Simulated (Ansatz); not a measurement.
System: InP (F-43m).

Symmetry: F-43m, No. 216, cubic system. The conventional cell has a = 5.869 Å, b = 5.869 Å, c = 5.869 Å, α = 90.00°, β = 90.00°, γ = 90.00°. Nearest to In lie 4 P at 2.54 Å. P has 4 In at 2.54 Å nearest. Farther neighbours are not listed.

```cif
data_structure
_symmetry_space_group_name_H-M 'P 1'
_symmetry_Int_Tables_number 1
_cell_length_a 4.1498
_cell_length_b 4.1498
_cell_length_c 4.1498
_cell_angle_alpha 60.000
_cell_angle_beta 60.000
_cell_angle_gamma 60.000
_cell_volume 50.53
loop_
_atom_site_label
_atom_site_type_symbol
_atom_site_fract_x
_atom_site_fract_y
_atom_site_fract_z
_atom_site_occupancy
In1 In 0.00000 0.00000 0.00000 1
P2 P 0.25000 0.25000 0.25000 1
```

The cell and positions come from the Crystallography Open Database and are kept as given unless a step says otherwise.

Gaps computed with Ansatz 0.2.0 without a self-energy: PBE 0.69 eV, PBE+SOC 0.66 eV and HSE06+SOC 1.47 eV.

**Question.** What gap should G0W0 on PBE give (8×8×8 mesh, 849 empty bands, screening to 380 eV, hard PAW files)?

About 1.19 eV: on its mesh the run moves the gap from 0.69 eV by +0.50 eV. Bands and cutoff are finite, so the gap is not at the basis limit. The miss can reach some tenths of an eV and take either sign; the mesh is an error of its own. The many-body steps are scalar-relativistic: spin-orbit coupling is not in them. The program marks a band-edge row as in doubt, so the gap is less sure than its digits.

[Paths, hosts, dates, memory and timing lines, banners, echoed tables and standing remarks are left out of the program output.]

[Logs are printed without paths, hosts, clocks, repeated set-up lines and the standing remarks that a program may print on its own settings, such as how far it seeks lower states.]

[Runs of the session that timed out or met a known fault of the program may be left out.]

[Cells called generated may have been cut or substituted from an entry of the Crystallography Open Database or the Materials Project.]

[Hosts, paths, dates, database ids (printed as entryN), source tags and the programs' standing remarks are cut or masked in the printed files.]
